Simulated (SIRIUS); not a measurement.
Crystal: Ru.

```
Ru
1.0
     2.70580    0.00000    0.00000
    -1.35290    2.34329    0.00000
     0.00000    0.00000    4.28190
Ru
2
Direct
  0.66667 0.33333 0.75000
  0.33333 0.66667 0.25000
```

```yaml
Program: SIRIUS 7.12.0
Task: relaxation of cell and atoms
Functional: PBEsol
Dispersion: D3
Potentials_or_basis: PseudoDojo 0.4.1 PBE standard (scalar relativistic)
Cutoff: 1152 eV
Density_cutoff: 4606 eV
k_mesh: 5 × 5 × 3
Occupations: fermi-dirac, width 0.05 eV
Spin: no spin polarisation
```

At the start: pressure -12.7 GPa; volume 13.57 Å³/atom.

How do energy, volume and symmetry change on relaxing?

Over 5 steps the energy falls by 23.8 meV/atom and the volume is 13.05 Å³/atom (-3.9 %); space group P6_3/mmc (No. 194, to 0.05 Å).

Step by step:
```
step  energy change (eV)  largest force (eV/Å)  pressure (GPa)  volume (Å³)
   1              0.0000                0.0000          -12.73        27.15
   2             -0.0374                0.0000           -5.55        26.53
   3             -0.0467                0.0000            0.64        26.05
   4             -0.0472                0.0000            0.35        26.07
   5             -0.0476                0.0000            0.01        26.09
```

Final structure:
```yaml
crystal:
  lattice:
    - [2.65817, 0.00000, 0.00000]
    - [-1.32909, 2.30205, 0.00000]
    - [0.00000, 0.00000, 4.26427]
  atoms:
    - { symbol: Ru, position: [0.66667, 0.33333, 0.75000] }
    - { symbol: Ru, position: [0.33333, 0.66667, 0.25000] }
```

Caveat: the k mesh is coarse (spacing up to 0.54 Å⁻¹), so the values aren't converged; the potentials were made for another functional, which shifts forces and pressure; pairwise dispersion overbinds metals, which lowers pressure and volume.
